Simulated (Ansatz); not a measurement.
**Be: single point with PBE**

Be:

```
CELL_PARAMETERS angstrom
2.28530 0.00000 0.00000
-1.14265 1.97913 0.00000
0.00000 0.00000 3.58420
ATOMIC_POSITIONS crystal
Be 0.66667 0.33333 0.75000
Be 0.33333 0.66667 0.25000
```

```
Program             : Ansatz 0.2.0
Task                : single point
Functional          : PBE
Potentials or basis : all-electron LAPW, scalar-relativistic
Cutoff              : 109 eV (chosen from the basis error)
Basis error allowed : 0.003 eV/atom
k mesh              : 8 × 8 × 5
Occupations         : fermi-dirac, width 0.04 eV
Spin                : no spin polarisation
```

The pressure is -2.9 GPa and the band gap on the k mesh is none (metal or under the smearing width).

Stress tensor (GPa, compression positive):
```
-3.95  0.00  0.00
 0.00 -3.95  0.00
 0.00  0.00 -0.77
```

Levels at points of the mesh, in eV from the Fermi level:
| k point | band 3 | band 4 | band 5 | band 6 | band 7 | band 8 |
| --- | --- | --- | --- | --- | --- | --- |
| (0.00, 0.00, 0.00) | -11.90 | -5.00 | 0.41 | 14.93 | 14.93 | 17.74 |
| (0.00, -0.50, 0.00) | -5.62 | -3.82 | 2.90 | 5.74 | 5.95 | 8.49 |

Run time: 1.5 s on 1 thread of AMD EPYC 7R43 64-Core Processor (Zen 3) (shared host), peak memory 0.22 GiB.

Caveat: the k mesh is coarse (spacing up to 0.40 Å⁻¹), so the values aren't converged.
